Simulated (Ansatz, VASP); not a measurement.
# HfO2: VASP beside Ansatz, part 2 of 2

One calculation is typed for both programs; each brings its own data sets. How far apart do they land? The cell is generated by rule, not measured, and may not be a known phase. The cell is taken from a series of runs on this material, whose earlier steps may have relaxed, scaled, displaced or heated it; both programs get it as it stands.

VASP 6.6.1 and Ansatz 0.2.0.

So far. Step 2 (Ansatz: single point, PBE, pair 1): The run ends at a pressure of 0.01 GPa. Step 3 (VASP: single point, PBE, pair 1): The run ends at a pressure of -3.94 GPa.

**6. Ansatz: single point, PBE, pair 2**

Level of this step: Ansatz beside VASP: Kohn-Sham DFT, plane waves, PBE (Ansatz).

With cell and atoms fixed, the geometry can't cause a difference; cores, projectors, grids and the points listed under the comparison can.

The cell is taken from a series of runs on this material, whose earlier steps may have relaxed, scaled, displaced or heated it; both programs get it as it stands.

Input file input.yaml:

```yaml
crystal:
  lattice:
    - [0.0, 0.0, -5.0980907072]
    - [5.0980907072, 0.0, 0.0]
    - [2.5490453536, -5.0980907072, -2.5490453536]
  atoms:
    - { symbol: Hf, position: [0.75, 0.25, 0.5] }
    - { symbol: Hf, position: [0.25, 0.75, 0.5] }
    - { symbol: Hf, position: [0.5, 0.5, 0.0] }
    - { symbol: Hf, position: [0.0, 0.0, 0.0] }
    - { symbol: O, position: [0.625, 0.5818465897, 0.25] }
    - { symbol: O, position: [0.125, 0.1681534103, 0.25] }
    - { symbol: O, position: [0.4181534103, 0.875, 0.75] }
    - { symbol: O, position: [0.8318465897, 0.375, 0.75] }
    - { symbol: O, position: [0.3318465897, 0.375, 0.75] }
    - { symbol: O, position: [0.9181534103, 0.875, 0.75] }
    - { symbol: O, position: [0.125, 0.6681534103, 0.25] }
    - { symbol: O, position: [0.625, 0.0818465897, 0.25] }
kpoints:
  mp_grid: { grid: [6, 6, 6] }
hamiltonian:
  xc: pbe
  pseudopotentials: { kind: paw, azcp: { folder: soft_1 } }
scf:
  occupations: { method: gaussian, width: 0.02 }
output:
  forces: true
  stress: true
  eigenvalues: true
```

On the command line:

```sh
> ansatz run input.yaml --threads 4 --pin off --max-ram 16384MiB --backend cpu --events-out ev --progress --plain --runs-dir out
```

Numbers of over 12 decimals in the logs are rounded to 6 here.

Log:

```text
[...]
Crystal: 12 atoms, lattice volume = 132.502 Å³
Basis set: ecut = 420 eV, 2577 PW (Γ), exchange–correlation on 72×72×90 points (8 copies of the dense FFT grid, shifted against one another)
Bands: 92, of which v1, the nominal top of the filled ones, is band 76 counted from 1 (75 counted from 0)
Symmetry: 16 space group operations
[...]
k-points: 30 of 216
[...]
k-point 0: bands = [... 72 lower, 13.7993, 13.8937, 13.9661, 14.1419, 18.6320, 18.6570, 19.0507, 19.1575, ... 8 higher]
  k-point 1: bands = [... 72 lower, 13.6704, 13.8369, 13.8369, 14.0304, 18.7154, 18.8326, 18.9072, 19.1623, ... 8 higher]
  k-point 2: bands = [... 72 lower, 13.7702, 13.8923, 13.8923, 14.0180, 18.5409, 18.6965, 18.8910, 19.0769, ... 8 higher]
  k-point 29: bands = [... 72 lower, 12.9281, 12.9281, 13.4236, 13.4236, 18.8265, 18.8265, 18.9776, 18.9776, ... 8 higher]
[key lines of the parts left out:]
SCF converged after 10 iterations
Free energy (F): -67448.989975 eV
Fermi energy:    16.284136 eV
P = ⅓ Tr σ = 4.6163 GPa (46.163 kbar)
```

The run ends at a pressure of 4.62 GPa, with forces up to 0.16 eV/Å.

**7. VASP: single point, PBE, pair 2**

The same cell, functional, mesh and smearing now go to VASP, with its own data sets.

Input file INCAR:

```
SYSTEM = HfO2
PREC = Accurate
ENCUT = 600
EDIFF = 1E-06
NELM = 120
ISMEAR = 0
SIGMA = 0.02
LREAL = .FALSE.
ALGO = Normal
GGA = PE
NBANDS = 56
LASPH = .TRUE.
LORBIT = 11
LWAVE = .FALSE.
LCHARG = .FALSE.
ISIF = 2
GGA_COMPAT = .FALSE.
EFERMI = MIDGAP
KPAR = 2
```

Input file POSCAR:

```
HfO2
1.0
    0.0000000000      0.0000000000     -5.0980907072
    5.0980907072      0.0000000000      0.0000000000
    2.5490453536     -5.0980907072     -2.5490453536
Hf O
4 8
Direct
    0.7500000000      0.2500000000      0.5000000000
    0.2500000000      0.7500000000      0.5000000000
    0.5000000000      0.5000000000      0.0000000000
    1.0000000000      0.0000000000      0.0000000000
    0.6250000000      0.5818465897      0.2500000000
    0.1250000000      0.1681534103      0.2500000000
    0.4181534103      0.8750000000      0.7500000000
    0.8318465897      0.3750000000      0.7500000000
    0.3318465897      0.3750000000      0.7500000000
    0.9181534103      0.8750000000      0.7500000000
    0.1250000000      0.6681534103      0.2500000000
    0.6250000000      0.0818465897      0.2500000000
```

Input file KPOINTS:

```
Automatic mesh
0
Gamma
6 6 6
0 0 0
```

Potentials, in the order of the species: Hf_pv and O (PBE family, release 64).

On the command line:

```sh
> mpirun -np 2 vasp_std
```

Log:

```text
[... set-up lines as in an earlier step ...]
 entering main loop
       N       E                     dE             d eps       ncg     rms          rms(c)
DAV:   1     0.602874535063E+03    0.60287E+03   -0.54336E+04  3360   0.176E+03
DAV:   2    -0.106144341505E+03   -0.70902E+03   -0.68566E+03  4240   0.430E+02
DAV:   3    -0.143242980555E+03   -0.37099E+02   -0.36936E+02  3928   0.879E+01
DAV:   4    -0.143721992320E+03   -0.47901E+00   -0.47821E+00  4160   0.109E+01
[...]
DAV:  13    -0.120993720359E+03   -0.43304E-05   -0.23918E-05  4120   0.228E-02    0.403E-02
DAV:  14    -0.120993721845E+03   -0.14860E-05   -0.15562E-06  2760   0.595E-03    0.135E-02
DAV:  15    -0.120993721850E+03   -0.49704E-08   -0.33816E-07  2552   0.266E-03
   1 F= -.12099372E+03 E0= -.12099372E+03  d E =0.000000E+00
```

OUTCAR, selected parts (step 7):

```text
  Total        0.7325384      0.4756047      0.7325384      0.0000000      0.0000000      0.0000000
  in kB        8.8576461      5.7508771      8.8576461      0.0000000      0.0000000      0.0000000
  external PRESSURE =       7.8220565 kB  Pullay stress =       0.0000000 kB

 POSITION                                       TOTAL-FORCE (eV/Angst)
 -----------------------------------------------------------------------------------
      2.54905     -2.54905     -5.09809        -0.000000      0.000000     -0.000000
      5.09809     -2.54905     -2.54905        -0.000000     -0.000000     -0.000000
      2.54905      0.00000     -2.54905         0.000000      0.000000      0.000000
      0.00000      0.00000      0.00000         0.000000      0.000000      0.000000
      3.60357     -1.27452     -3.82357         0.124503      0.000000      0.000000
      1.49452     -1.27452     -1.27452        -0.124503      0.000000     -0.000000
      6.37261     -3.82357     -4.04357        -0.000000      0.000000      0.124503
      3.82357     -3.82357     -6.15261        -0.000000     -0.000000     -0.124503
      3.82357     -3.82357     -3.60357        -0.000000     -0.000000     -0.124503
      6.37261     -3.82357     -6.59261         0.000000      0.000000      0.124503
      4.04357     -1.27452     -1.27452        -0.124503      0.000000      0.000000
      1.05452     -1.27452     -3.82357         0.124503      0.000000      0.000000
 -----------------------------------------------------------------------------------
    total drift:                                0.000000     -0.000000     -0.000000

  FREE ENERGIE OF THE ION-ELECTRON SYSTEM (eV)
  ---------------------------------------------------
  free  energy   TOTEN  =      -120.9937218499 eV

  energy  without entropy=     -120.9937218499  energy(sigma->0) =     -120.99372185

[... 2 parts as in an earlier step ...]

[... 1 further part left out ...]
[key lines of the parts left out:]
E-fermi :   5.9155
```

The run ends at a pressure of 0.78 GPa, with forces up to 0.12 eV/Å.

**8. Differences**

What differs besides the data sets and the points named for the pairs above, as far as they apply: the data sets hold 152 valence electrons in Ansatz (on its PAW soft_1 files) and 88 in VASP. Total energies have different zeros and are not compared.

Both answers:

```
              quantity  Ansatz   VASP  difference
        pressure (GPa)    4.62   0.78       +3.83
gap on the k mesh (eV)   4.285  4.302      -0.018
```

Forces on 7 of the 12 atoms, those with the largest forces and the largest differences (eV/Å; atoms numbered as in POSCAR):

```
atom        Ansatz x, y, z          VASP x, y, z
  O6  -0.162, 0.000, 0.000  -0.125, 0.000, 0.000
  O7   0.000, 0.000, 0.162   0.000, 0.000, 0.125
  O8  0.000, 0.000, -0.162  0.000, 0.000, -0.125
  O9  0.000, 0.000, -0.162  0.000, 0.000, -0.125
 O10   0.000, 0.000, 0.162   0.000, 0.000, 0.125
 O11  -0.162, 0.000, 0.000  -0.125, 0.000, 0.000
 O12   0.162, 0.000, 0.000   0.125, 0.000, 0.000
```

The forces differ by 17 meV/Å r.m.s., which is 29.8 % of the r.m.s. force of 0.059 eV/Å (both taken over all components). A gap on the mesh is an upper bound, since the band edges may lie between its points; neither run holds spin-orbit coupling, which can move the band edges of a compound of Hf.

**9. VASP: single point, PBE, pair 3**

With cell and atoms fixed, the geometry can't cause a difference; cores, projectors, grids and the points listed under the comparison can.

INCAR is that of step 7.

Input file POSCAR:

```
HfO2
1.0
    0.0000000000      0.0000000000     -5.0980907072
    5.0980907072      0.0000000000      0.0000000000
    2.5490453536     -5.0980907072     -2.5490453536
Hf O
4 8
Direct
    0.7500000000      0.2500000000      0.5000000000
    0.2500000000      0.7500000000      0.5000000000
    0.5000000000      0.5000000000      0.0000000000
    1.0000000000      0.0000000000      0.0000000000
    0.6250000000      0.5622314032      0.2500000000
    0.1250000000      0.1877685968      0.2500000000
    0.4377685968      0.8750000000      0.7500000000
    0.8122314032      0.3750000000      0.7500000000
    0.3122314032      0.3750000000      0.7500000000
    0.9377685968      0.8750000000      0.7500000000
    0.1250000000      0.6877685968      0.2500000000
    0.6250000000      0.0622314032      0.2500000000
```

KPOINTS is that of step 7.

On the command line:

```sh
> mpirun -np 2 vasp_std
```

Log:

```text
[... set-up lines as in an earlier step ...]
 entering main loop
       N       E                     dE             d eps       ncg     rms          rms(c)
DAV:   1     0.605981318457E+03    0.60598E+03   -0.54387E+04  3360   0.176E+03
DAV:   2    -0.105640116554E+03   -0.71162E+03   -0.68851E+03  4232   0.431E+02
DAV:   3    -0.142640931517E+03   -0.37001E+02   -0.36847E+02  3968   0.881E+01
DAV:   4    -0.143109477820E+03   -0.46855E+00   -0.46782E+00  4176   0.108E+01
[...]
DAV:  13    -0.120771416562E+03   -0.58809E-05   -0.14464E-05  4160   0.183E-02    0.100E-02
DAV:  14    -0.120771417847E+03   -0.12852E-05   -0.10279E-06  2760   0.495E-03    0.227E-02
DAV:  15    -0.120771417537E+03    0.31065E-06   -0.38267E-07  2544   0.282E-03
   1 F= -.12077142E+03 E0= -.12077142E+03  d E =0.000000E+00
```

Parts of OUTCAR (step 9):

```text
  Total        5.2700301      4.6402638      5.2700301      0.0000000      0.0000000      0.0000000
  in kB       63.7237030     56.1087482     63.7237030      0.0000000      0.0000000      0.0000000
  external PRESSURE =      61.1853847 kB  Pullay stress =       0.0000000 kB

 POSITION                                       TOTAL-FORCE (eV/Angst)
 -----------------------------------------------------------------------------------
      2.54905     -2.54905     -5.09809         0.000000      0.000000      0.000000
      5.09809     -2.54905     -2.54905         0.000000      0.000000      0.000000
      2.54905      0.00000     -2.54905        -0.000000      0.000000     -0.000000
      0.00000      0.00000      0.00000        -0.000000      0.000000     -0.000000
      3.50357     -1.27452     -3.82357         0.460027      0.000000      0.000000
      1.59452     -1.27452     -1.27452        -0.460027      0.000000      0.000000
      6.37261     -3.82357     -4.14357         0.000000     -0.000000      0.460027
      3.82357     -3.82357     -6.05261         0.000000     -0.000000     -0.460027
      3.82357     -3.82357     -3.50357         0.000000     -0.000000     -0.460027
      6.37261     -3.82357     -6.69261         0.000000     -0.000000      0.460027
      4.14357     -1.27452     -1.27452        -0.460027      0.000000      0.000000
      0.95452     -1.27452     -3.82357         0.460027      0.000000      0.000000
 -----------------------------------------------------------------------------------
    total drift:                                0.000000     -0.000000     -0.000000

  FREE ENERGIE OF THE ION-ELECTRON SYSTEM (eV)
  ---------------------------------------------------
  free  energy   TOTEN  =      -120.7714175366 eV

  energy  without entropy=     -120.7714175366  energy(sigma->0) =     -120.77141754

[... 2 parts as in an earlier step ...]

[... 1 further part left out ...]
[key lines of the parts left out:]
E-fermi :   5.9171
```

The run ends at a pressure of 6.12 GPa, with forces up to 0.46 eV/Å.

**10. Ansatz: single point, PBE, pair 3**

The same cell, functional, mesh and smearing now go to Ansatz, which takes its cutoff from its data sets.

The cell is taken from a series of runs on this material, whose earlier steps may have relaxed, scaled, displaced or heated it; both programs get it as it stands.

input.yaml, the sections that differ from step 6:

```yaml
crystal:
  lattice:
    - [0.0, 0.0, -5.0980907072]
    - [5.0980907072, 0.0, 0.0]
    - [2.5490453536, -5.0980907072, -2.5490453536]
  atoms:
    - { symbol: Hf, position: [0.75, 0.25, 0.5] }
    - { symbol: Hf, position: [0.25, 0.75, 0.5] }
    - { symbol: Hf, position: [0.5, 0.5, 0.0] }
    - { symbol: Hf, position: [0.0, 0.0, 0.0] }
    - { symbol: O, position: [0.625, 0.5622314032, 0.25] }
    - { symbol: O, position: [0.125, 0.1877685968, 0.25] }
    - { symbol: O, position: [0.4377685968, 0.875, 0.75] }
    - { symbol: O, position: [0.8122314032, 0.375, 0.75] }
    - { symbol: O, position: [0.3122314032, 0.375, 0.75] }
    - { symbol: O, position: [0.9377685968, 0.875, 0.75] }
    - { symbol: O, position: [0.125, 0.6877685968, 0.25] }
    - { symbol: O, position: [0.625, 0.0622314032, 0.25] }
# kpoints, hamiltonian, scf, output: as in step 6
```

On the command line:

```sh
> ansatz run input.yaml --threads 4 --pin off --max-ram 16384MiB --backend cpu --events-out ev --progress --plain --runs-dir out
```

Log:

```text
[...]
Crystal: 12 atoms, lattice volume = 132.502 Å³
Basis set: ecut = 420 eV, 2577 PW (Γ), exchange–correlation on 72×72×90 points (8 copies of the dense FFT grid, shifted against one another)
Bands: 92, of which v1, the nominal top of the filled ones, is band 76 counted from 1 (75 counted from 0)
Symmetry: 16 space group operations
[...]
k-points: 30 of 216
[...]
k-point 0: bands = [... 72 lower, 13.7569, 13.7802, 13.7802, 13.8046, 18.8133, 18.9519, 19.0353, 19.5678, ... 8 higher]
  k-point 1: bands = [... 72 lower, 13.3710, 13.8226, 13.8226, 13.8355, 18.8669, 18.9275, 18.9947, 19.3918, ... 8 higher]
  k-point 2: bands = [... 72 lower, 13.5790, 13.7513, 13.8869, 13.8869, 18.6049, 18.9288, 19.0673, 19.0979, ... 8 higher]
  k-point 29: bands = [... 72 lower, 12.8307, 12.8307, 13.2717, 13.2717, 18.8656, 18.8656, 19.0131, 19.0131, ... 8 higher]
[key lines of the parts left out:]
SCF converged after 10 iterations
Free energy (F): -67448.734168 eV
Fermi energy:    16.279069 eV
P = ⅓ Tr σ = 9.8188 GPa (98.188 kbar)
```

The run ends at a pressure of 9.82 GPa, with forces up to 0.51 eV/Å.

**11. Side by side**

What differs besides the data sets and the points named for the pairs above, as far as they apply: the data sets hold 152 valence electrons in Ansatz (on its PAW soft_1 files) and 88 in VASP. Total energies have different zeros and are not compared.

Compared:

```
              quantity  Ansatz   VASP  difference
        pressure (GPa)    9.82   6.12       +3.70
gap on the k mesh (eV)   4.621  4.635      -0.014
```

Forces on 7 of the 12 atoms, those with the largest forces and the largest differences (eV/Å; atoms numbered as in POSCAR):

```
atom        Ansatz x, y, z          VASP x, y, z
  O5   0.505, 0.000, 0.000   0.460, 0.000, 0.000
  O6  -0.505, 0.000, 0.000  -0.460, 0.000, 0.000
  O8  0.000, 0.000, -0.505  0.000, 0.000, -0.460
  O9  0.000, 0.000, -0.505  0.000, 0.000, -0.460
 O10   0.000, 0.000, 0.505   0.000, 0.000, 0.460
 O11  -0.505, 0.000, 0.000  -0.460, 0.000, 0.000
 O12   0.505, 0.000, 0.000   0.460, 0.000, 0.000
```

The forces differ by 21 meV/Å r.m.s., which is 9.8 % of the r.m.s. force of 0.217 eV/Å (both taken over all components). A gap on the mesh is an upper bound, since the band edges may lie between its points; neither run holds spin-orbit coupling, which can move the band edges of a compound of Hf.

**12. What came out**

```json
{"difference in pressure (single point, PBE, pair 1)": "4.0 GPa", "r.m.s. force difference (single point, PBE, pair 2)": "17 meV/Å", "difference in pressure (single point, PBE, pair 2)": "3.8 GPa", "r.m.s. force difference (single point, PBE, pair 3)": "9.8 % of the r.m.s. force", "difference in pressure (single point, PBE, pair 3)": "3.7 GPa"}
```

**Reading.** The difference in pressure is 4.0 GPa (single point, PBE, pair 1), beyond the 1 GPa picked in this series as the mark of a large difference. The data sets hold unlike numbers of valence electrons (152 in Ansatz and 88 in VASP), so part of the differences may come from the potentials. Single point, PBE, pair 1, VASP with the data sets Hf_sv and O: the difference in gap on the k mesh goes from -0.011 to -0.021 eV. By the marks of this series, far apart in the single point, PBE, pair 2 pair: the r.m.s. force difference, 17 meV/Å and the difference in pressure, 3.8 GPa. What causes the difference of the single point, PBE, pair 2 pair stays open here. By the marks of this series, far apart in the single point, PBE, pair 3 pair: the r.m.s. force difference, 9.8 % of the r.m.s. force and the difference in pressure, 3.7 GPa. What causes the difference of the single point, PBE, pair 3 pair stays open here. 3 further pairs of this series are not shown here. How closely two codes agree says nothing of how well the functional describes the real material.

[Lines on the potential files, build, host, timing and source positions are cut from VASP's logs without a mark.]

[Logs are printed without paths, hosts, clocks, repeated set-up lines and the standing remarks that a program may print on its own settings, such as how far it seeks lower states.]

[Hosts, paths, dates, database ids (printed as entryN), source tags and the programs' standing remarks are cut or masked in the printed files.]
